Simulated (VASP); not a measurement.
AlP: band structure with HSE06

**Experimental background.**

A printed reference work, data compilation reports, for a bulk crystal of AlP at 4.2 K: band gap 2.505 eV (indirect).

AlP:

```
Al P
1.0
     0.00000    2.73570    2.73570
     2.73570    0.00000    2.73570
     2.73570    2.73570    0.00000
Al P
1 1
Direct
  0.00000 0.00000 0.00000
  0.25000 0.25000 0.25000
```

```
Program                            : VASP 6.6.1
Task                               : band structure
Functional                         : HSE06
Potentials or basis                : VASP PAW PBE potentials, release 64 (Al, P)
Cutoff                             : 520 eV
k mesh                             : 6 × 6 × 6
Occupations                        : gaussian, width 0.03 eV
Spin                               : no spin polarisation
Grid for exact exchange (PRECFOCK) : Fast
Screening parameter                : 0.2 1/A
Further INCAR settings             : ALGO = Normal; EDIFF = 1e-07
```

- Pressure: 0.0 GPa
- Band gap on the k mesh: 2.30 eV, indirect (least direct gap 4.19 eV)
- Band gap along the path: 2.30 eV, indirect (least direct gap 4.19 eV)

Levels at points of the mesh, in eV from the valence-band top:
```tsv
k point	band 2	band 3	band 4	band 5	band 6	band 7
(0.00, 0.00, 0.00)	0.00	0.00	0.00	4.19	5.50	5.50
(0.50, 0.00, 0.00)	-6.08	-0.84	-0.84	3.64	5.77	5.77
(0.50, 0.50, 0.00)	-5.85	-2.31	-2.31	2.30	3.25	12.44
```

It took 3.9 min on 4 MPI ranks on Intel(R) Xeon(R) Platinum 8375C CPU @ 2.90GHz (Ice Lake), on a shared host, peak memory 0.27 GiB a rank.

A measured gap of AlP is 2.505 eV (indirect; 4.2 K; a printed reference work, data compilation); the calculated 2.30 eV misses it by -0.21 eV. The value is that of HSE06, without temperature or zero-point motion.

Caveat: the PAW data sets were made with another functional, which shifts forces and pressure a little.
